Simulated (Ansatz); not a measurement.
Cu:

```
CELL_PARAMETERS angstrom
0.00000 1.80750 1.80750
1.80750 0.00000 1.80750
1.80750 1.80750 0.00000
ATOMIC_POSITIONS crystal
Cu 0.00000 0.00000 0.00000
```

Program: Ansatz 0.2.0. Alike in all runs: potentials or basis Ansatz PAW; no spin polarisation; cell as given; cutoff (eV) 420; smearing fermi-dirac 0.05 eV.

Q: Order these runs on this cell by their pressure, lowest first.
A. level PBEsol; k mesh 13 × 13 × 13; points for each segment of the path 14; mesh quality not flagged
B. level revPBE; k mesh 13 × 13 × 13; points for each segment of the path 14; mesh quality not flagged
C. level LDA; k mesh 13 × 13 × 13; points for each segment of the path 14; mesh quality not flagged
D. level PBE; k mesh 13 × 13 × 13; points for each segment of the path 14; mesh quality not flagged
E. level PBEsol0; k mesh 7 × 7 × 7; mesh quality coarse

A: C (-12.7 GPa), A (-6.6 GPa), E (-4.5 GPa), D (1.7 GPa), B (5.2 GPa).

Caveats: some runs use coarse meshes; the PAW data sets come from PBE, with cores solved anew for the run's functional, which leaves a small shift of forces and pressure (some runs); the thresholds are loose for stress (some runs).
